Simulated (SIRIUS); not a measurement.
Write an ASE script for SIRIUS 7.12.0 that does the following.

```
Task                : single point
Functional          : LDA
Potentials or basis : JTH 2.0 PBE (PAW)
Cutoff              : 557 eV
Density cutoff      : 5442 eV
k mesh              : 8 × 8 × 8
Occupations         : gaussian, width 0.05 eV
Spin                : no spin polarisation
Libxc names         : ["XC_LDA_X", "XC_LDA_C_PW"]
Energy tol          : 1e-08 Ha
Density tol         : 1e-06
Mixer               : anderson
Mixing beta         : 0.7
Max scf             : 100
```

The system is HgSe.

```xyz
2
Lattice="0.0000 3.1839 3.1839 3.1839 0.0000 3.1839 3.1839 3.1839 0.0000" Properties=species:S:1:pos:R:3 pbc="T T T"
Hg    0.0000    0.0000    0.0000
Se    4.7759    4.7759    4.7759
```

The cell isn't the ideal one: volume scaled by 1.15.

One way to write it, as run:

run.py

```python
import json, subprocess
import numpy as np
from ase import Atoms
from ase.io import read
from ase.calculators.calculator import Calculator, all_changes
from ase.units import Bohr, Hartree, GPa

class Sirius(Calculator):
    """Writes sirius.json, runs sirius.scf and reads out.json."""
    implemented_properties = ["energy", "free_energy", "forces", "stress", "magmom"]

    def __init__(self, config, files):
        super().__init__()
        self.config, self.files, self.calls = config, files, 0

    def calculate(self, atoms=None, properties=["energy"], system_changes=all_changes):
        super().calculate(atoms, properties, system_changes)
        symbols = atoms.get_chemical_symbols()
        types = list(dict.fromkeys(symbols))
        order = [i for t in types for i, s in enumerate(symbols) if s == t]
        frac = atoms.get_scaled_positions(wrap=False)
        m = atoms.get_initial_magnetic_moments()
        m = m if m.ndim == 2 else np.c_[0 * m, 0 * m, m]
        spin = self.config["parameters"]["num_mag_dims"] > 0
        rows = {t: [list(frac[i]) + (list(m[i]) if spin else []) for i in order if symbols[i] == t] for t in types}
        cell = {"lattice_vectors": (atoms.cell[:] / Bohr).tolist(), "atom_types": types, "atom_files": self.files, "atoms": rows}
        json.dump({**self.config, "unit_cell": cell}, open("sirius.json", "w"), indent=1)
        self.calls += 1
        with open(f"sirius_{self.calls:03d}.out", "w") as log:
            subprocess.run(["sirius.scf", "--input=sirius.json", "--output=out.json"], stdout=log, stderr=subprocess.STDOUT, check=True)
        gs = json.load(open("out.json"))["ground_state"]
        if not gs["converged"]:
            raise RuntimeError("SCF did not converge")
        self.results = {"energy": gs["energy"]["free"] * Hartree, "free_energy": gs["energy"]["free"] * Hartree}
        if "forces" in gs:
            f = np.zeros((len(atoms), 3))
            f[order] = np.array(gs["forces"]) * Hartree / Bohr
            self.results["forces"] = f
        if "stress" in gs:
            s = np.array(gs["stress"]) * Hartree / Bohr**3
            self.results["stress"] = s.flat[[0, 4, 8, 5, 2, 1]]
        if spin:
            self.results["magmom"] = gs["magnetisation"]["total"][2]

atoms = Atoms(['Hg', 'Se'],
              cell=[[0.0, 3.1839285521, 3.1839285521], [3.1839285521, 0.0, 3.1839285521], [3.1839285521, 3.1839285521, 0.0]],
              scaled_positions=[[0.0, 0.0, 0.0], [0.75, 0.75, 0.75]], pbc=True)

config = {
    "control": {
        "processing_unit": 'cpu',
        "verbosity": 2,
        "num_bands_to_print": 16,
        "print_forces": True,
        "print_stress": True,
    },
    "parameters": {
        "electronic_structure_method": 'pseudopotential',
        "xc_functionals": ['XC_LDA_X', 'XC_LDA_C_PW'],
        "gk_cutoff": 6.4,
        "pw_cutoff": 20.0,
        "ngridk": [8, 8, 8],
        "shiftk": [0, 0, 0],
        "smearing": 'gaussian',
        "smearing_width": 0.0018374661,
        "num_bands": 16,
        "num_mag_dims": 0,
        "num_dft_iter": 100,
        "energy_tol": 1e-08,
        "density_tol": 1e-06,
    },
    "iterative_solver": {
        "type": 'davidson',
        "min_tolerance": 1e-10,
    },
    "mixer": {
        "type": 'anderson',
        "beta": 0.7,
        "max_history": 8,
    },
    "settings": {
        "tol_ne": 1e-10,
    },
}
dft = Sirius(config, {'Se': 'Se.GGA_PBE-JTH.UPF', 'Hg': 'Hg.GGA_PBE-JTH.UPF'})
atoms.calc = dft
results = {"symbols": atoms.get_chemical_symbols(), "cell": atoms.cell[:].tolist(), "frac": atoms.get_scaled_positions(wrap=False).tolist(), "steps": []}

def note():
    results["steps"].append({"energy": atoms.get_potential_energy(), "cell": atoms.cell[:].tolist(), "positions": atoms.positions.tolist(),
                             "forces": atoms.get_forces().tolist(), "stress": atoms.get_stress().tolist()})
    json.dump(results, open("results.json", "w"))

note()
print("free energy (eV):", round(atoms.get_potential_energy(), 6))
print("forces (eV/A):\n", atoms.get_forces().round(5))
print("stress (GPa, Voigt, tension positive):", (atoms.get_stress() / GPa).round(4))
json.dump(results, open("results.json", "w"))
```

Potentials or basis: JTH 2.0 PBE (PAW).

The run is started by

```console
$ OMP_NUM_THREADS=1 python run.py
```

Results of the run:

| Quantity | Value |
| --- | --- |
| Pressure | -5.8 GPa |
| Band gap on the k mesh | 0.00 eV |

Caveat: the PAW data sets were made with another functional, which shifts forces and pressure a little; spin-orbit coupling is left out, which moves the levels of the heavy elements.

It took 57 s on 1 thread of Intel(R) Xeon(R) 6975P-C (Granite Rapids) (shared host), peak memory 0.44 GiB.
